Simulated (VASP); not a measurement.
# SiO2 (P4_2/mnm) in VASP: Born charges and dielectric tensor with LDA

Aim: the Born charges and dielectric tensor of SiO2 with LDA.

All numbers are computed with VASP 6.6.1; they aren't measurements. Logs are shortened: lines on timing, memory, paths and dates and some standing lists are left out, and cuts for length are marked.

## 1. The structure

The structure is tetragonal, space group P4_2/mnm (No. 136). The conventional cell has a = 4.265 Å, b = 4.265 Å, c = 2.699 Å, α = 90.00°, β = 90.00°, γ = 90.00°. Around Si (site symmetry mmm) lie 6 O at 1.78 to 1.85 Å. O (site symmetry m2m) is surrounded by 3 Si at 1.78 to 1.85 Å.

## 2. Born charges and dielectric tensor, LDA

INCAR reads:

```
PREC = Accurate
ENCUT = 600
EDIFF = 1E-8
ISMEAR = 0
SIGMA = 0.02
LREAL = F
LASPH = T
NELM = 60
ALGO = Normal
ISIF = 2
LWAVE = F
LCHARG = F
GGA = CA
LEPSILON = T
IBRION = 8
NSW = 1
```

KPOINTS reads:

```
regular mesh
0
Gamma
  6 6 8
```

POSCAR reads:

```
SiO2
1.0
    4.2650200000      0.0000000000      0.0000000000
    0.0000000000      4.2650200000      0.0000000000
    0.0000000000      0.0000000000      2.6994800000
Si O
2 4
Direct
    0.0000000000      0.0000000000      0.0000000000
    0.5000000000      0.5000000000      0.5000000000
    0.3075000000      0.3075000000      0.0000000000
    0.1925000000      0.8075000000      0.5000000000
    0.6925000000      0.6925000000      0.0000000000
    0.8075000000      0.1925000000      0.5000000000
```

Potentials or basis: VASP PAW LDA potentials, release 64 (Si, O).

On the command line:

```bash
$ cat potpaw_LDA.64/Si/POTCAR potpaw_LDA.64/O/POTCAR > POTCAR
$ mpirun -np 1 vasp_std > vasp.out
```

OUTCAR:

```text
PREC = Accurate
   ENCUT = 600
   EDIFF = 1E-8
   ISMEAR = 0
   LREAL = F
   LASPH = T
   NELM = 60
   ISIF = 2
   GGA = CA
   LEPSILON = T
   IBRION = 8
   NSW = 1

 ion  position               nearest neighbor table
   1  0.000  0.000  0.000-   4 1.78   6 1.78   4 1.78   6 1.78   5 1.85   3 1.85
   2  0.500  0.500  0.500-   3 1.78   5 1.78   3 1.78   5 1.78   4 1.85   6 1.85
   3  0.307  0.307  0.000-   2 1.78   2 1.78   1 1.85
   4  0.193  0.807  0.500-   1 1.78   1 1.78   2 1.85
   5  0.693  0.693  0.000-   2 1.78   2 1.78   1 1.85
   6  0.807  0.193  0.500-   1 1.78   1 1.78   2 1.85

  LATTYP: Found a simple tetragonal cell.
 ALAT       =     4.2650200000
 C/A-ratio  =     0.6329348983

  Lattice vectors:

 A1 = (   4.2650200000,   0.0000000000,   0.0000000000)
 A2 = (   0.0000000000,   4.2650200000,   0.0000000000)
 A3 = (   0.0000000000,   0.0000000000,   2.6994800000)

Analysis of symmetry for initial positions (statically):
=====================================================================
 Subroutine PRICEL returns:
 Original cell was already a primitive cell.

 Routine SETGRP: Setting up the symmetry group for a
 simple tetragonal supercell.

 Subroutine GETGRP returns: Found 16 space group operations
 (whereof  8 operations were pure point group operations)
 out of a pool of 16 trial point group operations.

The static configuration has the point symmetry D_2h.
 The point group associated with its full space group is D_4h.

Analysis of symmetry for dynamics (positions and initial velocities):
=====================================================================
 Subroutine PRICEL returns:
 Original cell was already a primitive cell.

 Routine SETGRP: Setting up the symmetry group for a
 simple tetragonal supercell.

 Subroutine GETGRP returns: Found 16 space group operations
 (whereof  8 operations were pure point group operations)
 out of a pool of 16 trial point group operations.

The dynamic configuration has the point symmetry D_2h.
 The point group associated with its full space group is D_4h.

 Subroutine INISYM returns: Found 16 space group operations
 (whereof  8 operations are pure point group operations),
 and found     1 'primitive' translations

----------------------------------------------------------------------------------------

                                     Primitive cell

  volume of cell :      49.1046

  direct lattice vectors                    reciprocal lattice vectors
     4.265020000  0.000000000  0.000000000     0.234465489  0.000000000  0.000000000
     0.000000000  4.265020000  0.000000000     0.000000000  0.234465489  0.000000000
     0.000000000  0.000000000  2.699480000     0.000000000  0.000000000  0.370441715

  length of vectors
     4.265020000  4.265020000  2.699480000     0.234465489  0.234465489  0.370441715

  position of ions in fractional coordinates (direct lattice)
     0.000000000  0.000000000  0.000000000
     0.500000000  0.500000000  0.500000000
     0.307500000  0.307500000  0.000000000
     0.192500000  0.807500000  0.500000000
     0.692500000  0.692500000  0.000000000
     0.807500000  0.192500000  0.500000000

[... 762 lines left out ...]

--------------------------------------- Ionic step       12  -------------------------------------------

 Free energy of the ion-electron system (eV)
  ---------------------------------------------------
  ---------------------------------------------------
  free energy    TOTEN  =        -0.34994248 eV

  energy without entropy =       -0.34994248

------------------------ aborting loop because EDIFF is reached ----------------------------------------

 INTERNAL STRAIN TENSOR  FOR ION    3  DIRECTION 3   (eV/Angst):
 -----------------------------------------------------------------------------
     0.00568  0.01289  1.88473
     0.01289  0.00568  1.88473
     1.39991  1.39991  0.00058

 MACROSCOPIC STATIC DIELECTRIC TENSOR (including local field effects in DFT)
 ------------------------------------------------------
           3.451045     0.000000     0.000000
          -0.000000     3.451045     0.000000
           0.000000     0.000000     3.617171
 ------------------------------------------------------

 PIEZOELECTRIC TENSOR (including local field effects)  for field in x, y, z        (e  Angst)
          XX          YY          ZZ          XY          YZ          ZX
  --------------------------------------------------------------------------------
  x     0.00000     0.00000     0.00000     0.00000     0.00000     0.00000
  y     0.00000     0.00000     0.00000     0.00000     0.00000     0.00000
  z     0.00000     0.00000     0.00000     0.00000     0.00000     0.00000

 PIEZOELECTRIC TENSOR (including local field effects)  for field in x, y, z        (C/m^2)
          XX          YY          ZZ          XY          YZ          ZX
  --------------------------------------------------------------------------------
  x     0.00000     0.00000     0.00000     0.00000     0.00000     0.00000
  y     0.00000     0.00000     0.00000     0.00000     0.00000     0.00000
  z     0.00000     0.00000     0.00000     0.00000     0.00000     0.00000

 BORN EFFECTIVE CHARGES (including local field effects) (in |e|, cummulative output)
 ---------------------------------------------------------------------------------
 ion    1
    1     3.82151     0.41840     0.00000
    2     0.41840     3.82151     0.00000
    3     0.00000     0.00000     4.06524
 ion    2
    1     3.82151    -0.41840     0.00000
    2    -0.41840     3.82151     0.00000
    3     0.00000     0.00000     4.06524
 ion    3
    1    -1.91075    -0.58359     0.00000
    2    -0.58359    -1.91075     0.00000
    3     0.00000     0.00000    -2.03262
 ion    4
    1    -1.91075     0.58359     0.00000
    2     0.58359    -1.91075     0.00000
    3     0.00000     0.00000    -2.03262
 ion    5
    1    -1.91075    -0.58359     0.00000
    2    -0.58359    -1.91075     0.00000
    3     0.00000     0.00000    -2.03262
 ion    6
    1    -1.91075     0.58359     0.00000
    2     0.58359    -1.91075     0.00000
    3     0.00000     0.00000    -2.03262

 INTERNAL STRAIN TENSOR FOR ION    6 for displacements in x,y,z  (eV/Angst):
          X           Y           Z          XY          YZ          ZX
  --------------------------------------------------------------------------------
  x    10.06440     5.53450    -0.72522    -3.29378     0.00000     0.00000
  y    -5.53450   -10.06440     0.72522     3.28542     0.00000     0.00000
  z     0.00000     0.00000     0.00000     0.00000    -1.39991     1.88473

 SECOND DERIVATIVES (NOT SYMMETRIZED)
 ------------------------------------
               1X          1Y          1Z          2X          2Y          2Z          3X          3Y          3Z          4X          4Y          4Z          5X          5Y          5Z          6X          6Y          6Z
  1X   -27.264210    9.616853    0.000000   14.191083   -0.016763    0.000000   -0.696421   -0.628032    0.000000    7.232985   -4.172013    0.000000   -0.696421   -0.628032    0.000000    7.232985   -4.172013    0.000000
  1Y     9.616853  -27.264210    0.000000   -0.016763   14.191083    0.000000   -0.628032   -0.696421    0.000000   -4.172013    7.232985    0.000000   -0.628032   -0.696421    0.000000   -4.172013    7.232985    0.000000
  1Z     0.000000    0.000000  -20.135069    0.000000    0.000000   -0.246684    0.000000    0.000000    1.449084    0.000000    0.000000    8.741792    0.000000    0.000000    1.449084    0.000000    0.000000    8.741792
  2X    14.191083    0.016763    0.000000  -27.264210   -9.616853    0.000000    7.232985    4.172013    0.000000   -0.696421    0.628032    0.000000    7.232985    4.172013    0.000000   -0.696421    0.628032    0.000000
  2Y     0.016763   14.191083    0.000000   -9.616853  -27.264210    0.000000    4.172013    7.232985    0.000000    0.628032   -0.696421    0.000000    4.172013    7.232985    0.000000    0.628032   -0.696421    0.000000
  2Z     0.000000    0.000000   -0.246684    0.000000    0.000000  -20.135069    0.000000    0.000000    8.741792    0.000000    0.000000    1.449084    0.000000    0.000000    8.741792    0.000000    0.000000    1.449084
  3X    -0.680713   -0.638757    0.000000    7.220249    4.177598    0.000000  -19.130111   -8.124116    0.000000    0.175023    0.199524    0.000000    4.410943    4.586664    0.000000    8.004609   -0.200914    0.000000
  3Y    -0.638757   -0.680713    0.000000    4.177598    7.220249    0.000000   -8.124116  -19.130111    0.000000   -0.200914    8.004609    0.000000    4.586664    4.410943    0.000000    0.199524    0.175023    0.000000
  3Z     0.000000    0.000000    1.441437    0.000000    0.000000    8.737882    0.000000    0.000000  -17.393755    0.000000    0.000000    3.702331    0.000000    0.000000   -0.190225    0.000000    0.000000    3.702331
  4X     7.220249   -4.177598    0.000000   -0.680713    0.638757    0.000000    0.175023   -0.199524    0.000000  -19.130111    8.124116    0.000000    8.004609    0.200914    0.000000    4.410943   -4.586664    0.000000
  4Y    -4.177598    7.220249    0.000000    0.638757   -0.680713    0.000000    0.200914    8.004609    0.000000    8.124116  -19.130111    0.000000   -0.199524    0.175023    0.000000   -4.586664    4.410943    0.000000
  4Z     0.000000    0.000000    8.737882    0.000000    0.000000    1.441437    0.000000    0.000000    3.702331    0.000000    0.000000  -17.393755    0.000000    0.000000    3.702331    0.000000    0.000000   -0.190225
  5X    -0.680713   -0.638757    0.000000    7.220249    4.177598    0.000000    4.410943    4.586664    0.000000    8.004609   -0.200914    0.000000  -19.130111   -8.124116    0.000000    0.175023    0.199524    0.000000
  5Y    -0.638757   -0.680713    0.000000    4.177598    7.220249    0.000000    4.586664    4.410943    0.000000    0.199524    0.175023    0.000000   -8.124116  -19.130111    0.000000   -0.200914    8.004609    0.000000
  5Z     0.000000    0.000000    1.441437    0.000000    0.000000    8.737882    0.000000    0.000000   -0.190225    0.000000    0.000000    3.702331    0.000000    0.000000  -17.393755    0.000000    0.000000    3.702331
  6X     7.220249   -4.177598    0.000000   -0.680713    0.638757    0.000000    8.004609    0.200914    0.000000    4.410943   -4.586664    0.000000    0.175023   -0.199524    0.000000  -19.130111    8.124116    0.000000
  6Y    -4.177598    7.220249    0.000000    0.638757   -0.680713    0.000000   -0.199524    0.175023    0.000000   -4.586664    4.410943    0.000000    0.200914    8.004609    0.000000    8.124116  -19.130111    0.000000
  6Z     0.000000    0.000000    8.737882    0.000000    0.000000    1.441437    0.000000    0.000000    3.702331    0.000000    0.000000   -0.190225    0.000000    0.000000    3.702331    0.000000    0.000000  -17.393755

 Eigenvectors and eigenvalues of the dynamical matrix
 ----------------------------------------------------

   1 f  =   26.066468 THz   163.780450 2PiTHz  869.483788 cm-1   107.802202 meV
             X         Y         Z           dx          dy          dz
      0.000000  0.000000  0.000000     0.000000    0.000000    0.000000
      2.132510  2.132510  1.349740    -0.000000   -0.000000   -0.000000
      1.311494  1.311494  0.000000    -0.353553   -0.353553    0.000000
      0.821016  3.444004  1.349740    -0.353553    0.353553    0.000000
      2.953526  2.953526  0.000000     0.353553    0.353553   -0.000000
      3.444004  0.821016  1.349740     0.353553   -0.353553    0.000000
[... 145 lines left out ...]
  18 f/i=    0.005165 THz     0.032450 2PiTHz    0.172271 cm-1     0.021359 meV
             X         Y         Z           dx          dy          dz
      0.000000  0.000000  0.000000    -0.000000    0.000000    0.483290
      2.132510  2.132510  1.349740    -0.000000    0.000000    0.483290
      1.311494  1.311494  0.000000    -0.000000    0.000000    0.364987
      0.821016  3.444004  1.349740    -0.000000    0.000000    0.364987
      2.953526  2.953526  0.000000    -0.000000    0.000000    0.364987
      3.444004  0.821016  1.349740    -0.000000    0.000000    0.364987

--------------------------------------------------------------------------------------------------------

 MACROSCOPIC STATIC DIELECTRIC TENSOR IONIC CONTRIBUTION
 ------------------------------------------------------
          10.468722     0.000000     0.000000
           0.000000    10.468722    -0.000000
           0.000000    -0.000000     5.978184
 ------------------------------------------------------

 ELASTIC MODULI CONTR FROM IONIC RELAXATION (kBar)
 Direction    XX          YY          ZZ          XY          YZ          ZX
 --------------------------------------------------------------------------------
 XX        -960.3513   -172.9365     52.6886     -0.0000     -0.0000     -0.0000
 YY        -172.9365   -960.3513     52.6886      0.0000     -0.0000     -0.0000
 ZZ          52.6886     52.6886     -4.8992      0.0000      0.0000      0.0000
 XY          -0.0000     -0.0000      0.0000    -63.5012     -0.0000     -0.0000
 YZ          -0.0000     -0.0000      0.0000     -0.0000    -14.8672     -0.0000
 ZX          -0.0000     -0.0000      0.0000     -0.0000     -0.0000    -26.9481
 --------------------------------------------------------------------------------

 PIEZOELECTRIC TENSOR IONIC CONTR  for field in x, y, z        (C/m^2)
          XX          YY          ZZ          XY          YZ          ZX
  --------------------------------------------------------------------------------
  x     0.00000    -0.00000    -0.00000    -0.00000     0.00000     0.00000
  y     0.00000    -0.00000     0.00000     0.00000     0.00000     0.00000
  z     0.00000    -0.00000     0.00000     0.00000     0.00000    -0.00000
```

Wall time 14 min (1 thread of AMD EPYC 9R14 (Zen 4), shared host); peak memory 0.51 GiB.

Results:

```
Band gap on the k mesh                                  : 4.77 eV, direct
Electronic dielectric tensor (diagonal)                 : 3.45, 3.45, 3.62
Born charges (mean of the diagonal)                     : Si +3.90; O -1.95 e
Highest phonon frequency at Γ, LO-TO splitting left out : 869 cm⁻¹
```

Levels at points of the mesh, in eV from the valence-band top:
| k point | band 13 | band 14 | band 15 | band 16 | band 17 | band 18 | band 19 | band 20 |
| --- | --- | --- | --- | --- | --- | --- | --- | --- |
| (0.00, 0.00, 0.00) | -2.53 | -0.85 | -0.85 | 0.00 | 4.77 | 6.31 | 8.02 | 8.02 |
| (0.50, 0.00, 0.00) | -2.61 | -2.61 | -1.05 | -1.05 | 6.98 | 6.98 | 8.58 | 8.58 |
| (0.50, 0.50, 0.00) | -2.51 | -2.51 | -2.16 | -2.16 | 6.68 | 6.68 | 9.44 | 9.44 |
| (0.00, 0.00, 0.50) | -2.86 | -2.86 | -2.55 | -2.55 | 8.22 | 8.22 | 11.68 | 11.68 |
| (0.50, 0.00, 0.50) | -2.21 | -2.21 | -1.66 | -1.66 | 8.06 | 8.06 | 9.05 | 9.05 |
| (0.50, 0.50, 0.50) | -1.75 | -1.75 | -1.44 | -1.44 | 6.49 | 6.49 | 10.24 | 10.24 |

Phonon frequencies in cm⁻¹ (negative: imaginary):
```
              q point                                                        frequencies
(0.000, 0.000, 0.000)  0 0 0 240 364 409 409 507 507 541 541 557 609 690 696 777 777 869
```

Electronic dielectric tensor:
```
3.45 0.00 0.00
0.00 3.45 0.00
0.00 0.00 3.62
```

Born effective charge tensors (e):
atom 1, Si
```
3.82 0.42 0.00
0.42 3.82 0.00
0.00 0.00 4.07
```
atom 2, Si
```
 3.82 -0.42  0.00
-0.42  3.82  0.00
 0.00  0.00  4.07
```
atom 3, O
```
-1.91 -0.58  0.00
-0.58 -1.91  0.00
 0.00  0.00 -2.03
```
atom 4, O
```
-1.91  0.58  0.00
 0.58 -1.91  0.00
 0.00  0.00 -2.03
```
atom 5, O
```
-1.91 -0.58  0.00
-0.58 -1.91  0.00
 0.00  0.00 -2.03
```
atom 6, O
```
-1.91  0.58  0.00
 0.58 -1.91  0.00
 0.00  0.00 -2.03
```

A hybrid or GW would open this gap; LDA tends to underestimate it.
